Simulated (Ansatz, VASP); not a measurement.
## One calculation of Ta2N, two programs

INCAR

```
ALGO     = Normal         # electronic algorithm
EDIFF    = 1E-7           # SCF threshold, eV
ENCUT    = 520            # plane-wave cutoff, eV
GGA      = PS             # functional
ISIF     = 2              # what is computed and relaxed
ISMEAR   = -1             # smearing method
LASPH    = True           # aspherical terms in the spheres
LCHARG   = False          # write CHGCAR
LREAL    = False          # projectors in reciprocal space
LWAVE    = False          # write WAVECAR
NBANDS   = 20             # bands
NELM     = 80             # most SCF steps
PREC     = Accurate       # precision mode
SIGMA    = 0.05           # smearing width, eV
```

Contents of KPOINTS:

```
k-points
0
Gamma
  10 10 6
```

POSCAR

```
Ta2N
1.0
    3.1128615060      0.0000000000      0.0000000000
   -1.5564307530      2.6958171426      0.0000000000
    0.0000000000      0.0000000000      4.8698410000
Ta N
2 1
Direct
    0.3333333333      0.6666666667      0.2547110000
    0.6666666667      0.3333333333      0.7452890000
    0.0000000000      0.0000000000      0.0000000000
```

input.yaml

```yaml
crystal:
  lattice:
    - [3.112861506, 0.0, 0.0]
    - [-1.556430753, 2.6958171426, 0.0]
    - [0.0, 0.0, 4.869841]
  atoms:
    - { symbol: Ta, position: [0.3333333333, 0.6666666667, 0.254711] }
    - { symbol: Ta, position: [0.6666666667, 0.3333333333, 0.745289] }
    - { symbol: "N", position: [0.0, 0.0, 0.0] }
kpoints:
  mp_grid: { grid: [10, 10, 6] }
  band_path:
    path:
      - [0.0, 0.0, 0.0]
      - [0.5, 0.0, 0.0]
      - [0.3333333333, 0.3333333333, 0.0]
      - [0.0, 0.0, 0.0]
      - [0.0, 0.0, 0.5]
      - [0.5, 0.0, 0.5]
      - [0.3333333333, 0.3333333333, 0.5]
      - [0.0, 0.0, 0.5]
    npoints: 12
scf:
  occupations: { method: fermi_dirac, width: 0.05 }
hamiltonian:
  xc: pbesol
  pseudopotentials: { kind: all_electron, lapw: { basis_error: 0.002 } }
output:
  forces: true
  stress: true
  eigenvalues: true
```

Alike in both runs: functional PBEsol; k mesh 10 × 10 × 6; occupations fermi-dirac, width 0.05 eV; no spin polarisation.

|  | VASP | Ansatz |
| --- | --- | --- |
| version | VASP 6.6.1 | Ansatz 0.2.0 |
| potentials or method | VASP PAW PBE potentials, release 64 (Ta_pv, N) | all-electron LAPW, scalar-relativistic |
| plane-wave cutoff (eV) | 520 | see its input |
| task | single point | band structure |

Ansatz gave:

```
gap on the k mesh at the Fermi level (eV)       : none
pressure (GPa)                                  : -9.1
largest component of the traceless stress (GPa) : 0.46
rms of the force components (eV/Å)              : 0.139
```

Problem. Which values does VASP return?

Solution. gap on the k mesh at the Fermi level (eV): none; pressure (GPa): -8.7; largest component of the traceless stress (GPa): 0.44; rms of the force components (eV/Å): 0.118.

Atom by atom the forces differ by 0.022 eV/Å (rms over components). A gap of «none» marks a metal or a gap that the smearing closes. Ansatz ran all-electron here, so the differences hold the error of VASP's frozen core and of both bases.

Caveats: the PAW data sets were made with another functional, which shifts forces and pressure a little (VASP); spin-orbit coupling is left out, which moves the levels of the heavy elements (Ansatz). The runs have no spin-orbit coupling, so splittings on Ta are missing.
